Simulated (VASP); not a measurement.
**CsPbCl3 under changes of volume**

One of the cells (33.925 Å³/atom); the others are scaled copies at fixed shape and fractional positions:

```
Pb Cs Cl
1.0
     5.53559    0.00000    0.00000
     0.00000    5.53559    0.00000
     0.00000    0.00000    5.53559
Pb Cs Cl
1 1 3
Direct
  0.50000 0.50000 0.50000
  0.00000 0.00000 0.00000
  0.50000 0.00000 0.50000
  0.00000 0.50000 0.50000
  0.50000 0.50000 0.00000
```

| Quantity | Value |
| --- | --- |
| Program | VASP 6.6.1 |
| Functional | LDA |
| Potentials or basis | VASP PAW LDA potentials, release 64 (Pb_d, Cs_sv, Cl) |
| Cutoff | 520 eV |
| k mesh | 4 × 4 × 4 |
| Occupations | gaussian, width 0.02 eV |
| Spin | no spin polarisation |

```csv
volume (Å³/atom),energy over the lowest point (meV/atom),pressure (GPa),gap on the mesh (eV)
32.568,4.93,1.2,1.32
33.247,1.08,0.5,1.43
33.925,0.00,-0.1,1.53
34.604,?,?,?
35.282,5.04,-1.1,1.71
```

Task: What does the run at 34.604 Å³/atom give?

Result: Energy over the lowest point 1.41 meV/atom; pressure -0.7 GPa; gap on the mesh 1.63 eV.

Worked out: A Birch-Murnaghan fit of order 2 (a polynomial in V^(-2/3)) to the other rows has its minimum at 33.87 Å³/atom with B0 = V·E''(V) = 30 GPa. It gives 1.39 meV/atom at 34.604 Å³/atom, against the run's 1.41, and -dE/dV = -0.6 GPa, against -0.7. A straight line through the other rows of the gap, of slope 4.85 eV per unit of ln V (its deformation potential), gives 1.62 eV, against the run's 1.63.

Energies are extrapolated to zero smearing.

Caveats: spin-orbit coupling is left out, which as a rule narrows the gap of such compounds by several tenths of an eV.

A mesh can miss the band edges.
